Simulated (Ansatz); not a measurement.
Input for Ansatz (plane-wave DFT, PAW):

```yaml
crystal:
  lattice:
    - [2.5889563649, -2.6499441876, 0.0]
    - [2.5889563649, 2.6499441876, 0.0]
    - [0.0, 0.0, 4.3958356979]
  atoms:
    - { symbol: H, position: [0.9640410387, 0.0359589613, 0.0742062351] }
    - { symbol: H, position: [0.4640410387, 0.5359589613, 0.4257937649] }
    - { symbol: H, position: [0.5359589613, 0.4640410387, 0.5742062351] }
    - { symbol: H, position: [0.0359589613, 0.9640410387, 0.9257937649] }
basis:
  ecutwfc: 420
kpoints:
  mp_grid: { grid: [6, 6, 6] }
hamiltonian:
  xc: pbe
scf:
  occupations: { method: gaussian, width: 0.02 }
output:
  forces: true
  stress: true
  eigenvalues: true
```

Run as
```bash
ansatz run input.yaml --threads 1 --pin off --max-ram 1331MiB --backend cpu --events-out ev --progress --plain --runs-dir out
```

Computed with DFT PBE, scalar-relativistic, plane waves, PAW (Ansatz).

Part of what the program printed, abridged (iterations and final results):

```
SCF iter   1: F=—  HF=-63.523628 eV  |F-HF|=—  |Δ(HF+E_count)|=         —  Δρ=5.20e-4  dr2=1.52e-4  ethr=1.77e-3  ⟨swp⟩=3.6  Hψ=2478  notcnv=0
SCF iter   2: F=—  HF=-63.523858 eV  |F-HF|=—  |Δ(HF+E_count)|=   2.31e-4  Δρ=1.94e-4  dr2=1.19e-5  ethr=3.80e-6  ⟨swp⟩=2.0  Hψ=1040  notcnv=0
SCF iter   3: F=—  HF=-63.523985 eV  |F-HF|=—  |Δ(HF+E_count)|=   1.27e-4  Δρ=7.12e-5  dr2=1.24e-6  ethr=2.97e-7  ⟨swp⟩=2.0  Hψ=516  notcnv=0
SCF iter   4: F=-63.524002 eV  HF=-63.524002 eV  |F-HF|=2.83e-9  |Δ(HF+E_count)|=   1.69e-5  Δρ=7.56e-6  dr2=1.91e-8  ethr=3.10e-8  ⟨swp⟩=2.0  Hψ=416  notcnv=0
SCF iter   5: F=-63.524002 eV  HF=-63.524002 eV  |F-HF|=1.34e-11  |Δ(HF+E_count)|=  3.07e-10  Δρ=4.75e-7  dr2=6.76e-11  ethr=4.78e-10  ⟨swp⟩=2.0  Hψ=416  notcnv=0
SCF iter   6: F=-63.524002 eV  HF=-63.524002 eV  |F-HF|=2.13e-14  |Δ(HF+E_count)|=  2.02e-11  Δρ=4.50e-8  dr2=6.89e-13  ethr=1.69e-12  ⟨swp⟩=1.0  Hψ=883  notcnv=0
SCF 1 converged in 6 iterations: F = -63.524002 eV  dr2 = 6.89e-13
SCF converged after 6 iterations
Free energy (F): -63.524002 eV
Harris-Foulkes:  -63.524002 eV  (|F-HF|=2.13e-14)
Internal energy: -63.524002 eV  (E = F + TS)
E sigma→0 (E₀):  -63.524002 eV
Fermi energy:    -3.926543 eV
--- Per-component energies (eV) ---
  E_band       = -36.445199
  E_kinetic    = 53.379833
  E_local      = -95.430865  (includes V_loc(G=0)·N_el)
  E_nonlocal   = 6.710631
  E_hartree    = 23.367572
  E_xc         = -35.062675
  E_vxc        = -45.035651  (∫ρ·V_xc dr)
  E_paw        = -2.262407  (= ΣΔE_a)
  E_vpaw       = -2.799361  (= ΣTr[D̂ρ^β])
  E_aug_tail   = -0.004936  (compensation charges beyond the density's cutoff)
  E_ewald      = -14.221156
  E_smearing   =  0.000000  (= −TS)
--- Forces (eV/Å), atoms counted from 1 ---
  atom   1  H      0.00000000    -0.08070021    -0.14229600
  atom   2  H      0.00000000    -0.08070021     0.14229600
  atom   3  H      0.00000000     0.08070021    -0.14229600
  atom   4  H      0.00000000     0.08070021     0.14229600
--- Stress (GPa, compression-positive) ---
        0.052580       0.000000       0.000000
        0.000000      -0.162200       0.000000
        0.000000       0.000000      -0.439327
  P = ⅓ Tr σ = -0.1830 GPa (-1.830 kbar)
--- Band table (eV; the first three rows and the last of 52) ---
  k-point 0: bands = ["-10.0869", "-8.5392", "2.0836", "3.7624", "5.1059", "6.5318"]
  k-point 1: bands = ["-9.9874", "-8.6430", "1.8146", "3.1759", "5.5758", "6.8099"]
  k-point 2: bands = ["-9.7108", "-8.9302", "1.5360", "2.3000", "6.3983", "7.4308"]
  k-point 51: bands = ["-8.8621", "-8.8621", "2.4228", "2.4228", "3.9919", "3.9919"]
```

The calculation finished and met its thresholds.

The cell holds molecules, and where no dispersion correction was added their binding is poorly described.